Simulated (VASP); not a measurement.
Runs of VASP 6.6.1 on KCl (Sylvite). The structure is cubic, space group Fm-3m (No. 225). The conventional cell has a = 6.293 Å, b = 6.293 Å, c = 6.293 Å, α = 90.00°, β = 90.00°, γ = 90.00°. K (site symmetry m-3m) has 6 Cl at 3.15 Å as nearest neighbours. Around Cl (site symmetry m-3m) lie 6 K at 3.15 Å. 

```tsv
task	level	potentials or basis	spin	cell	cutoff (eV)	smearing	gap on the mesh (eV)	pressure (GPa)
atomic charges	vdW-DF-cx	VASP PAW PBE potentials, release 54 (K_sv, Cl)	off	as given	520	gaussian 0.1 eV	5.30	0.0
hyperfine couplings	BLYP+D3(BJ)	VASP PAW PBE potentials, release 64 (K_sv, Cl)	collinear, ferromagnetic start	as given	520	gaussian 0.1 eV	5.18	(a)
single point	PBEsol+D4	VASP PAW PBE potentials, release 64 (K_sv, Cl_h)	off	atoms moved at random, drawn with an rms of 0.1 Å	900	gaussian 0.05 eV	5.03	-0.7
single point	PBE+MBD-FI	VASP PAW PBE potentials, release 64 (K_sv, Cl_h)	off	volume scaled by 1.08	900	fermi-dirac 0.02 eV	4.93	(b)
```

Alike in all rows: k mesh 7 × 7 × 7.

Task: Fill in the values left out.

Result: (a) -0.8; (b) -1.2.

Caveats: an odd mesh through Γ misses points on the zone boundary, where band edges often lie; the PAW data sets were made with another functional, which shifts forces and pressure a little (some runs).
